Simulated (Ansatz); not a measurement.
LiF (Griceite) in Ansatz: the effect of functional

The system is LiF (Griceite).

```
F Li
1.0
     0.00000    2.01400    2.01400
     2.01400    0.00000    2.01400
     2.01400    2.01400    0.00000
F Li
1 1
Direct
  0.50000 0.50000 0.50000
  0.00000 0.00000 0.00000
```

Alike in all runs:

| Item | Value |
| --- | --- |
| Program | Ansatz 0.2.0 |
| Task | single point |
| Potentials or basis | all-electron PAW datasets made for the crystal |
| k mesh | 8 × 8 × 8 |
| Occupations | fermi-dirac, width 0.05 eV |
| Spin | no spin polarisation |

Task: One run gave: gap on the mesh 12.13 eV. Which functional did it use?
A. PBE0
B. PBEsol
C. HSE06
D. PBE

Result: A.

```csv
functional,cutoff,gap on the mesh (eV)
PBE,380 eV,9.07
HSE06,430 eV,11.37
PBE0,430 eV,12.13
PBEsol,380 eV,8.90
```

A k mesh can miss the band edges.

Not every run made on this cell is shown here.
